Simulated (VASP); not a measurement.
# Rh: equation of state with r2SCAN

**Experimental background.**

“Thermal equation of state of rhodium characterized by XRD in a resistively heated diamond anvil cell”, 2024, pmc:11535440 quotes, for a bulk crystal of Rh: bulk modulus 264 ± 1 GPa.

The system is Rh.

```
CELL_PARAMETERS angstrom
0.00000 1.90239 1.90239
1.90239 0.00000 1.90239
1.90239 1.90239 0.00000
ATOMIC_POSITIONS crystal
Rh 0.00000 0.00000 0.00000
```

```
Program                : VASP 6.6.1
Task                   : equation of state
Functional             : r2SCAN
Potentials or basis    : VASP PAW PBE potentials, release 64 (Rh_pv)
Cutoff                 : 520 eV
k mesh                 : 10 × 10 × 10
Occupations            : fermi-dirac, width 0.05 eV
Spin                   : no spin polarisation
Ladder                 : gaps
Further INCAR settings : ALGO = Normal; EDIFF = 1e-06
```

```
Equilibrium volume                      : 13.78 Å³/atom
Bulk modulus                            : 283 GPa
Pressure derivative of the bulk modulus : 5.2 (rough: it moves with the points fitted)
```

Energy against volume, from the lowest point:
```csv
volume (Å³/atom),energy (meV/atom)
13.219,21.77
13.494,5.37
13.770,0.00
14.045,4.39
14.321,17.40
```

All runs of the series together: 2.8 min on 1 thread of Intel(R) Xeon(R) Platinum 8488C (Sapphire Rapids) (shared host).

Measured bulk modulus of Rh: 264 GPa (quoted in “Thermal equation of state of rhodium characterized by XRD in a resistively heated diamond anvil cell”, 2024, pmc:11535440). This calculation gives 283 GPa (+7.0 %). The fit is for a static lattice scaled at fixed shape and fixed fractional positions.

Caveat: the PAW data sets were made with another functional, which shifts forces and pressure a little.
